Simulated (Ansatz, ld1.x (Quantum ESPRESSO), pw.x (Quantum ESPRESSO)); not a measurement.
# Equation-of-state test of one TM potential (zirconium)

ld1.x (Quantum ESPRESSO) 7.5 input, shortened:

```
&input
   title='Zr', zed=40., rel=1, dft='PW', iswitch=3,
   config='[Kr] 4d2 4f-2 5s2 5p0'
 /
 &inputp
   pseudotype=2, tm=.true., lloc=0,
   nlcc=.false.
 /
4
5P  2  1   0.00   0.00  3.05  3.05  0.0
4D  3  2   2.00   0.00  2.30  2.30  0.0
4F  4  3  -2.00   0.05  3.10  3.10  0.0
5S  1  0   2.00   0.00  2.30  2.30  0.0
 &test
   configts(1)='4d2 5s2 5p0'
 /
```

Atomic tests: cutoffs needed: 30 Ry and 35 Ry (the cutoffs (Ry, on a coarse ladder) from which the occupation-weighted sum of valence levels, in a spherical-Bessel basis at the reference potential, stays within 10 and 1 mRy of its value at 400 Ry); ghost test: no extra level below or beside the all-electron valence levels (p, d, f, s tested) (spherical-Bessel basis up to 400 Ry, 20 bohr box); largest excitation error: +221 meV (all-electron minus pseudo) for 4d1 5s0 5p0, out of 7 test configurations.

Crystal test: fcc Zr in pw.x 7.5, no spin, 13³ k-points, Fermi–Dirac smearing 0.01 Ry, cutoffs 45/180 Ry. The reference is all-electron LAPW (Ansatz 0.2.0) with the same functional, mesh and smearing; V0 and B0 come from Birch–Murnaghan fits to the pressures at five volumes. Errors are pseudo minus all-electron; Δ is the rms difference of the E(V) curves that follow from these fits, minima aligned, over ±6 % about the mean V0. Mesh and smearing are coarse, so the numbers serve the comparison and aren't converged zero-temperature values; the lattice is a test structure that the element need not adopt.

All-electron: a0 = 4.424 Å (V0 = 21.64 Å³/atom), B0 = 99.5 GPa.

How far does the potential miss the all-electron equation of state?

mean pressure error (GPa): -4.75. The pressure does not cross zero within the volumes sampled, so no fit is given. The largest radius (3.10 bohr) exceeds half the bond length (2.95 bohr), so the spheres overlap, which is one possible source of error among others. This is a poor potential for the solid.

```
V (Å³/atom)  P all-electron (GPa)  P pseudo (GPa)
     20.529                  5.71           -0.05
     21.069                  2.78           -2.41
     21.609                  0.14           -4.54
     22.149                 -2.23           -6.48
     22.689                 -4.36           -8.24
```

At the middle volume, how do free energy and pressure move when the wave cutoff is lowered (ecutrho kept at four times it)?

```tsv
cutoff (Ry)	shift of F (meV/atom)	shift of P (GPa)
20	+641.7	-16.81
27	+54.2	-2.59
36	+5.5	-0.00
```

Input at the middle volume:

```
&control
  calculation='scf', prefix='x', pseudo_dir='./', outdir='./tmp', tstress=.true., disk_io='none'
/
&system
  ibrav=0, nat=1, ntyp=1, ecutwfc=45, ecutrho=180, nbnd=9,
  occupations='smearing', smearing='fd', degauss=0.01
/
&electrons
  conv_thr=1e-09, mixing_beta=0.4, electron_maxstep=70
/
ATOMIC_SPECIES
Zr 1.0 Zr.UPF
CELL_PARAMETERS angstrom
  0.00000000 2.21072586 2.21072586
  2.21072586 0.00000000 2.21072586
  2.21072586 2.21072586 0.00000000
ATOMIC_POSITIONS crystal
Zr 0.0000 0.0000 0.0000
K_POINTS automatic
13 13 13 0 0 0
```

```bash
pw.x < Zr.scf.in > Zr.scf.out
```

Lines of the output:

```
Message from routine setup:
     using ibrav=0 with symmetry is DISCOURAGED, use correct ibrav instead
     lattice parameter (alat)  =       5.9081  a.u.
     unit-cell volume          =     145.8248 (a.u.)^3
     number of electrons       =         4.00
     number of Kohn-Sham states=            9
     kinetic-energy cutoff     =      45.0000  Ry
     charge density cutoff     =     180.0000  Ry
     scf convergence threshold =      1.0E-09
     Exchange-correlation= PW
     number of k points=    84  Fermi-Dirac smearing, width (Ry)=  0.0100
     iteration #  1     ecut=    45.00 Ry     beta= 0.40
     total energy              =      -6.20232006 Ry
     estimated scf accuracy    <       0.00690505 Ry
     iteration #  2     ecut=    45.00 Ry     beta= 0.40
     total energy              =      -6.20221838 Ry
     estimated scf accuracy    <       0.00182302 Ry
     iteration #  3     ecut=    45.00 Ry     beta= 0.40
     total energy              =      -6.20243324 Ry
     estimated scf accuracy    <       0.00003206 Ry
     iteration #  4     ecut=    45.00 Ry     beta= 0.40
     c_bands:  1 eigenvalues not converged
     c_bands:  1 eigenvalues not converged
     c_bands:  1 eigenvalues not converged
     c_bands:  1 eigenvalues not converged
     c_bands:  1 eigenvalues not converged
     c_bands:  1 eigenvalues not converged
     total energy              =      -6.20244654 Ry
     estimated scf accuracy    <       0.00000174 Ry
     iteration #  5     ecut=    45.00 Ry     beta= 0.40
     c_bands:  1 eigenvalues not converged
     total energy              =      -6.20244694 Ry
     estimated scf accuracy    <       0.00000070 Ry
     iteration #  6     ecut=    45.00 Ry     beta= 0.40
     total energy              =      -6.20244699 Ry
     estimated scf accuracy    <          8.3E-09 Ry
     iteration #  7     ecut=    45.00 Ry     beta= 0.40
     total energy              =      -6.20244700 Ry
     estimated scf accuracy    <          3.9E-09 Ry
     iteration #  8     ecut=    45.00 Ry     beta= 0.40
     the Fermi energy is     8.3838 ev
!    total energy              =      -6.20244700 Ry
     estimated scf accuracy    <          4.4E-12 Ry
     smearing contrib. (-TS)   =      -0.00630003 Ry
     The total energy is F=E-TS. E is the sum of the following terms:
     one-electron contribution =       4.71228804 Ry
     hartree contribution      =       0.02913057 Ry
     xc contribution           =      -2.15780837 Ry
     ewald contribution        =      -8.77975721 Ry
     convergence has been achieved in   8 iterations
          total   stress  (Ry/bohr**3)                   (kbar)     P=      -45.45
     Message from routine punch:
     Nothing written, as per user request (disk_io='none')
```

The run at the middle volume (84 k-points, 8 iterations) took about 7.1 s on one core of a shared host (Neoverse-V1, 32 threads, 247 GiB, load 26).
